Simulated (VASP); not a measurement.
# FeO: self-consistent run, by LSFBXC

FeO, I4/mmm (no. 139), 2 atoms in the cell. PBE; PAW potentials Fe, O (PBE set).

| LSFBXC | Pressure (GPa) | Gap on the mesh (eV) | Time (s) |
|---|---|---|---|
| default | -8.73 | 0.000 | 400 |
| .TRUE. | -18.50 | 0.000 | 642 |

## Input of the first row

INCAR:
```
SYSTEM = FeO
ALGO     = Normal         ! electronic algorithm
EDIFF    = 1E-6           ! SCF threshold, eV
ENCUT    = 520            ! plane-wave cutoff, eV
ISIF     = 2              ! what is computed and relaxed
ISMEAR   = 0              ! smearing method
ISYM     = -1           
LASPH    = .TRUE.         ! aspherical terms in the spheres
LCHARG   = .FALSE.        ! write CHGCAR
LMAXMIX  = 4              ! l up to which the mixer works
LNONCOLLINEAR= .TRUE.         ! non-collinear magnetism
LORBIT   = 11             ! projections on sites
LREAL    = .FALSE.        ! projectors in reciprocal space
LWAVE    = .FALSE.        ! write WAVECAR
MAGMOM   = -2.491 -0.375 -0.913 0 0 0 ! initial moments
NELM     = 200            ! most SCF steps
PREC     = Accurate       ! precision mode
SIGMA    = 0.02           ! smearing width, eV
```

KPOINTS:
```
k-points
0
Gamma
  8 8 8
```

POSCAR:
```
FeO
1.0
   -1.6021034130      1.6021034130      2.0833922500
    1.6021034130     -1.6021034130      2.0833922500
    1.6021034130      1.6021034130     -2.0833922500
Fe O
1 1
Direct
    0.0000000000      0.0000000000      0.0000000000
    0.5000000000      0.5000000000      0.0000000000
```

Commands:
```
cat potpaw_PBE.64/Fe/POTCAR potpaw_PBE.64/O/POTCAR > POTCAR
mpirun -np 1 vasp_ncl > vasp.out
```

Changes of the last row against the first:
```
+ LSFBXC = True
```

VASP 6.6.1 took 400 s on 1 core (Intel Xeon 6975P-C (Granite Rapids)), a shared host.
